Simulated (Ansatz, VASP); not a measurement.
Two plane-wave programs on Mg

```
CELL_PARAMETERS angstrom
3.13250 0.00000 0.00000
-1.56625 2.71283 0.00000
0.00000 0.00000 5.08489
ATOMIC_POSITIONS crystal
Mg 0.33333 0.66667 0.25000
Mg 0.66667 0.33333 0.75000
```

Alike in both runs: task single point; functional LDA; k mesh 12 × 12 × 6; occupations gaussian, width 0.1 eV; no spin polarisation.

```csv
,VASP,Ansatz
version,VASP 6.6.1,Ansatz 0.2.0
potentials or method,"VASP PAW LDA potentials, release 64 (Mg)","plane waves (420 eV) with PAW, scalar-relativistic"
plane-wave cutoff (eV),520,420
valence electrons in the cell,4,20
```

|  | VASP | Ansatz | Ansatz less VASP |
| --- | --- | --- | --- |
| pressure (GPa) | -0.3 | 0.0 | +0.33 |
| largest component of the traceless stress (GPa) | 0.49 | 0.49 | -0.002 |

The two sets of potentials don't hold the same shells in valence. Ansatz warned: «pseudo_functional_mismatch».
